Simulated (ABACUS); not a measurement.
Input of an ABACUS 3.10.1 run:

The input run_abacus.py:

```python
"""ABACUS run from a structure file: ASE reads it, the script writes STRU, KPT and INPUT."""
import re
import subprocess
from ase.io import read
from ase.units import Bohr

atoms = read("TePb.cif")
atoms = atoms[(-atoms.numbers).argsort(kind="stable")]  # ABACUS lists atoms element by element
pseudo = {'Pb': 'pb_pbesol_v1.uspp.F.UPF', 'Te': 'te_pbesol_v1.uspp.F.UPF'}
orbital = {}
magmoms = None
kmesh = [6, 6, 6]
params = {
    'suffix': 'TePb',
    'calculation': 'scf',
    'basis_type': 'pw',
    'pseudo_dir': './',
    'symmetry': 1,
    'dft_functional': 'pbesol',
    'ecutwfc': 40,
    'pseudo_rcut': 10,
    'nspin': 1,
    'nbands': 20,
    'ks_solver': 'dav',
    'smearing_method': 'fd',
    'smearing_sigma': 0.00367493,
    'scf_thr': 1e-08,
    'scf_nmax': 100,
    'mixing_type': 'broyden',
    'mixing_beta': 0.7,
    'cal_force': 1,
    'cal_stress': 1,
    'ecutrho': 320,
    'out_chg': 1,
    'kpar': 4,
}

symbols = atoms.get_chemical_symbols()
elements = list(dict.fromkeys(symbols))
lines = ["ATOMIC_SPECIES"] + [f"{e} {atoms.get_masses()[symbols.index(e)]:.4f} {pseudo[e]}" for e in elements]
if orbital:
    lines += ["", "NUMERICAL_ORBITAL"] + [orbital[e] for e in elements]
lines += ["", "LATTICE_CONSTANT", f"{1 / Bohr:.10f}", "", "LATTICE_VECTORS"]
lines += [" ".join(f"{x:.10f}" for x in v) for v in atoms.cell]
lines += ["", "ATOMIC_POSITIONS", "Direct"]
for e in elements:
    lines += ["", e, "0.0", str(symbols.count(e))]
    for i, p in enumerate(atoms.get_scaled_positions(wrap=False)):
        if symbols[i] == e:
            mag = "" if magmoms is None else " mag " + " ".join(str(x) for x in (magmoms[i] if isinstance(magmoms[i], list) else [magmoms[i]]))
            lines.append(" ".join(f"{x:.10f}" for x in p) + " 1 1 1" + mag)
open("STRU", "w").write("\n".join(lines) + "\n")
open("KPT", "w").write("K_POINTS\n0\nGamma\n%d %d %d 0 0 0\n" % tuple(kmesh))
open("INPUT", "w").write("INPUT_PARAMETERS\n" + "".join(f"{k:<20s}{v}\n" for k, v in params.items()))

done = subprocess.run(['mpirun', '-np', '4', 'abacus'])
if done.returncode:
    raise SystemExit(done.returncode)
log = open("OUT.TePb/running_scf.log").read()
print("final energy (eV):", re.findall(r"FINAL_ETOT_IS (\S+)", log))
```

The input TePb.cif:

```cif
data_TePb
_cell_length_a 4.56932402
_cell_length_b 4.56932402
_cell_length_c 4.56932402
_cell_angle_alpha 60.00000000
_cell_angle_beta 60.00000000
_cell_angle_gamma 60.00000000
_space_group_name_H-M_alt 'P1'
_space_group_name_Hall 'P 1'
_space_group_IT_number 1
loop_
_space_group_symop_operation_xyz
'x,y,z'
loop_
_atom_site_label
_atom_site_type_symbol
_atom_site_symmetry_multiplicity
_atom_site_Wyckoff_symbol
_atom_site_fract_x
_atom_site_fract_y
_atom_site_fract_z
_atom_site_occupancy
Pb1 Pb 1 a 0.0000000000 0.0000000000 0.0000000000 1
Te1 Te 1 a 0.5000000000 0.5000000000 0.5000000000 1
```

Potentials or basis: GBRV ultrasoft 1.5 PBEsol, plane waves.

The run is started by

```sh
$ OMP_NUM_THREADS=1 python run_abacus.py > log
```

Problem. Predict the pressure.

Solution. -0.5 GPa.

Problem. Estimate the band gap on the k mesh.

Solution. 0.64 eV, direct.

Caveat: spin-orbit coupling is left out, which as a rule narrows the gap of such compounds by several tenths of an eV.

**Experimental background.**

From a printed reference work, monograph, for a bulk crystal of TePb at 4.2 K: band gap 0.19 eV (direct).

Against the measured gap of TePb, 0.19 eV (direct; 4.2 K; a printed reference work, monograph), the calculated 0.64 eV is off by +0.45 eV. Spin-orbit coupling on Pb, Te is left out. The value is that of PBEsol on a finite k mesh, which can miss the band edges, without temperature or zero-point motion.
